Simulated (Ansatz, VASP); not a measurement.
## C: VASP beside Ansatz

```
CELL_PARAMETERS angstrom
2.63011 0.00000 0.00000
-1.31505 2.16783 0.00000
0.00000 0.00000 4.16887
ATOMIC_POSITIONS crystal
C 0.33313 0.66626 0.00025
C 0.66687 0.33374 0.50025
C 0.33313 0.66626 0.37475
C 0.66687 0.33374 0.87475
```

Change from the starting cell: uniaxial_x strain +5.1%.

Alike in both runs: task single point; functional PBE; k mesh 12 × 12 × 6; occupations fermi-dirac, width 0.02 eV; no spin polarisation.

|  | VASP | Ansatz |
| --- | --- | --- |
| version | VASP 6.6.1 | Ansatz 0.2.0 |
| potentials or method | VASP PAW PBE potentials, release 64 (C) | plane waves, PAW |
| plane-wave cutoff (eV) | 520 | 420 |
| valence electrons in the cell | 16 | 16 |

Ansatz gave:

| Property | Result |
| --- | --- |
| gap on the k mesh at the Fermi level (eV) | 2.97 |
| pressure (GPa) | -15.1 |
| largest component of the traceless stress (GPa) | 32.95 |
| rms of the force components (eV/Å) | 0.025 |

Problem. What did VASP give for the same quantities?

Solution. gap on the k mesh at the Fermi level (eV): 2.97; pressure (GPa): -14.6; largest component of the traceless stress (GPa): 33.06; rms of the force components (eV/Å): 0.032.

Atom by atom the forces differ by 0.006 eV/Å (rms over components). The functional is the same, so the differences come from potentials, cutoffs and numerics.

A k mesh can miss the band edges.
